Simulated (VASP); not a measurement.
The system is BeTe.

```xyz
2
Lattice="1.7870 -4.7975 0.0000 1.7870 4.7975 0.0000 0.0000 0.0000 3.5692" Properties=species:S:1:pos:R:3 pbc="T T T"
Be    1.7870    0.0000    1.7846
Te    0.0000    0.0000    0.0000
```

The cell was built by a generator and needn't be a form met in nature.

```yaml
Program: VASP 6.6.1
Task: relaxation of cell and atoms
Functional: r2SCAN
Potentials_or_basis: VASP PAW PBE potentials, release 64 (Be, Te)
Cutoff: 600 eV
k_mesh: 8 × 8 × 8
Occupations: gaussian, width 0.05 eV
Spin: no spin polarisation
```

At the start: pressure -0.1 GPa; volume 30.60 Å³/atom.

Q: Where does the relaxation end?

A: Over 13 steps the energy falls by 6.5 meV/atom and the volume is 27.56 Å³/atom (-9.9 %); space group Cmmm (No. 65, to 0.05 Å).

The path:
```csv
step,energy change (eV),largest force (eV/Å),pressure (GPa),volume (Å³)
1,0.0000,0.0000,-0.12,61.20
2,-0.0009,0.0000,-0.20,60.99
3,-0.0031,0.0000,-0.44,60.37
4,-0.0051,0.0000,-0.91,59.11
5,-0.0053,0.0000,-0.90,59.04
6,-0.0060,0.0000,-0.88,58.82
7,-0.0071,0.0000,-0.83,58.38
8,-0.0092,0.0000,-0.74,57.50
9,-0.0116,0.0000,-0.51,55.74
10,-0.0118,0.0000,-0.40,55.01
11,-0.0125,0.0000,-0.26,55.05
12,-0.0130,0.0000,-0.04,55.11
13,-0.0131,0.0000,0.01,55.12
```

Final structure:
```cif
data_structure
_symmetry_space_group_name_H-M 'P 1'
_symmetry_Int_Tables_number 1
_cell_length_a 4.6748
_cell_length_b 4.6748
_cell_length_c 3.5683
_cell_angle_alpha 90.000
_cell_angle_beta 90.000
_cell_angle_gamma 135.023
_cell_volume 55.12
loop_
_atom_site_label
_atom_site_type_symbol
_atom_site_fract_x
_atom_site_fract_y
_atom_site_fract_z
_atom_site_occupancy
Be1 Be 0.50000 0.50000 0.50000 1
Te1 Te 0.00000 0.00000 0.00000 1
```

Caveat: the PAW data sets were made with another functional, which shifts forces and pressure a little.
